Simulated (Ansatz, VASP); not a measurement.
## Two plane-wave programs on LiCl

Contents of INCAR:

```
SYSTEM = LiCl
  ALGO = Normal
  EDIFF = 1E-7
  ENCUT = 520
  GGA = PS
  ISIF = 2
  ISMEAR = -1
  LASPH = .True.
  LCHARG = .False.
  LREAL = .False.
  LWAVE = .False.
  NBANDS = 12
  NELM = 60
  PREC = Accurate
  SIGMA = 0.05
```

KPOINTS

```
k-points
0
Gamma
  9 9 9
  0 0 0
```

The input POSCAR:

```
LiCl
1.0
    0.0000000000      2.5647700000      2.5647700000
    2.5647700000      0.0000000000      2.5647700000
    2.5647700000      2.5647700000      0.0000000000
Cl Li
1 1
Direct
    0.5000000000      0.5000000000      0.5000000000
    0.0000000000      0.0000000000      0.0000000000
```

Contents of input.yaml:

```yaml
crystal:
  lattice:
    - [0.0, 2.56477, 2.56477]
    - [2.56477, 0.0, 2.56477]
    - [2.56477, 2.56477, 0.0]
  atoms:
    - { symbol: Cl, position: [0.5, 0.5, 0.5] }
    - { symbol: Li, position: [0.0, 0.0, 0.0] }
hamiltonian:
  xc: pbesol
  pseudopotentials: { kind: paw }
kpoints:
  mp_grid: { grid: [9, 9, 9] }
  band_path:
    path:
      - [[0.0, 0.0, 0.0], [0.5, 0.0, 0.5], [0.5, 0.25, 0.75], [0.375, 0.375, 0.75], [0.0, 0.0, 0.0], [0.5, 0.5, 0.5], [0.625, 0.25, 0.625], [0.5, 0.25, 0.75], [0.5, 0.5, 0.5], [0.375, 0.375, 0.75]]
      - [[0.625, 0.25, 0.625], [0.5, 0.0, 0.5]]
    npoints: 14
scf:
  occupations: { method: fermi_dirac, width: 0.05 }
  n_extra_bands: 6
output:
  forces: true
  stress: true
  eigenvalues: true
  fatbands: false
  write_density: true
  write_potential: true
  elf: true
  volumetric_format: npy
```

Alike in both runs: functional PBEsol; k mesh 9 × 9 × 9; occupations fermi-dirac, width 0.05 eV; no spin polarisation.

```csv
,VASP,Ansatz
version,VASP 6.6.1,Ansatz 0.2.0
potentials or method,"VASP PAW PBE potentials, release 64 (Cl, Li_sv)",Ansatz PAW
plane-wave cutoff (eV),520,420
valence electrons in the cell,10,10
task,single point,band structure
```

|  | VASP | Ansatz | Ansatz less VASP |
| --- | --- | --- | --- |
| gap on the k mesh at the Fermi level (eV) | 6.14 | 6.13 | -0.010 |
| least direct gap on the mesh (eV) | 6.14 | 6.13 | -0.010 |

Caveats: an odd mesh through Γ misses points on the zone boundary, where band edges often lie (VASP). A hybrid or GW would open this gap; PBEsol tends to underestimate it.
